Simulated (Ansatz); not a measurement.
Runs of Ansatz 0.2.0 on Ba. The structure is cubic, space group Im-3m (No. 229). The conventional cell has a = 5.013 Å, b = 5.013 Å, c = 5.013 Å, α = 90.00°, β = 90.00°, γ = 90.00°. Ba (site symmetry m-3m) is surrounded by 8 Ba at 4.34 Å. 

| potentials or basis | cutoff (eV) | V0 of scaled cells (Å³/atom) | B0 (GPa) |
| --- | --- | --- | --- |
| Ansatz PAW earlier set | 300 | 62.93 | 9 |
| Ansatz NC | 770 | (a) | 9 |
| Ansatz PAW | 420 | 62.93 | 9 |
| SPMS NC | 299 | 62.87 | 9 |
| JTH PAW | 660 | (b) | 9 |
| SSSP efficiency PAW | 408 | 63.09 | 9 |
| Ansatz PAW earlier set | 360 | 62.93 | 9 |
| PseudoDojo stringent | 770 | 62.88 | 9 |

Alike in all rows: task equation of state; level PBE; no spin polarisation; cell as given; k mesh 8 × 8 × 8; smearing fermi-dirac 0.05 eV.

Q: Estimate the missing entries.

A: (a) 62.94; (b) 63.21.

Caveats: this barium file gives pressures and gaps apart from those of other sets (some runs).
